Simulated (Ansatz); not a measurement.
**CdO squeezed and stretched**

A database entry relaxed whole under r2SCAN (Fm-3m):

```
CELL_PARAMETERS angstrom
0.00000 2.35417 2.35417
2.35417 0.00000 2.35417
2.35417 2.35417 0.00000
ATOMIC_POSITIONS crystal
Cd 0.00000 0.00000 0.00000
O 0.50000 0.50000 0.50000
```

The cell was scaled uniformly, its shape held, and the atoms relaxed at each volume with plane-wave PAW DFT (Ansatz 0.2.0; r2SCAN, 500 eV, 12×12×12 Γ-centred mesh, fermi-dirac occupations of width 0.100 eV; no spin, no spin-orbit coupling). One row is withheld.

```csv
volume (Å³/atom),energy over the lowest (meV/atom),pressure (GPa)
12.264,24.4,10.61
12.525,?,?
12.786,2.5,3.14
13.047,0.0,0.00
13.308,2.4,-2.80
13.569,9.0,-5.30
13.830,19.5,-7.53
```

Fit the pressures of the other rows to the third-order Birch-Murnaghan form.

With f = [(V₀/V)^(2/3) − 1]/2 and P = 3B₀f(1 + 2f)^(5/2)[1 + 3(B₀′ − 4)f/2], least squares gives V₀ = 13.05 Å³ an atom, B₀ = 148 GPa and B₀′ = 4.7; the rows miss the fit by less than 0.01 GPa. The slope of the energies differs from these pressures by less than 0.05 GPa.

What does the withheld row hold?

The fit gives 6.66 GPa at 12.525 Å³; the run gave 6.66 GPa and 10.4 meV an atom.

Caveats: the shape of the cell was held; 0 K, fixed nuclei; the symmetry was kept, and this need not be the phase that is stable at 0 K; one mesh for all volumes; pressure is positive in compression.
